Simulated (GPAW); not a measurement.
Ga:

```
CELL_PARAMETERS angstrom
2.77842 0.00000 0.00000
0.00000 3.28161 0.00000
-1.34343 0.00000 3.99027
ATOMIC_POSITIONS crystal
Ga 0.13460 0.75000 0.77017
Ga 0.86540 0.25000 0.22983
```

This isn't the form of Ga at room conditions, which is orthorhombic.

| Item | Value |
| --- | --- |
| Program | GPAW 26.7.0 |
| Task | relaxation of cell and atoms |
| Functional | PBEsol |
| Dispersion | D4 |
| Potentials or basis | PAW data sets generated in the run's folder for this functional |
| Cutoff | 600 eV |
| Basis | pw |
| k mesh | 9 × 7 × 6 |
| Occupations | fermi-dirac, width 0.05 eV |
| Spin | no spin polarisation |

At the start: pressure -2.2 GPa; volume 18.19 Å³/atom.

Where does the relaxation end?

Over 6 steps the energy falls by 6.7 meV/atom and the volume is 17.53 Å³/atom (-3.6 %); space group P2_1/m (No. 11, to 0.05 Å).

The path:
```
step  energy change (eV)  largest force (eV/Å)  pressure (GPa)  volume (Å³)
   1              0.0000                0.0695           -2.22        36.38
   2             -0.0033                0.0554           -1.93        36.19
   3             -0.0129                0.0458            0.35        34.91
   4             -0.0131                0.0254           -0.03        35.09
   5             -0.0131                0.0220           -0.01        35.08
   6             -0.0134                0.0120            0.06        35.05
```

Final structure:
```
Ga
1.0
     2.76657    0.00000    0.00748
     0.00000    3.24268    0.00000
    -1.32690    0.00000    3.90394
Ga
2
Direct
  0.13385 0.75000 0.76960
  0.86615 0.25000 0.23040
```

Caveat: later steps reuse the first step's grids; pairwise dispersion overbinds metals, which lowers pressure and volume.
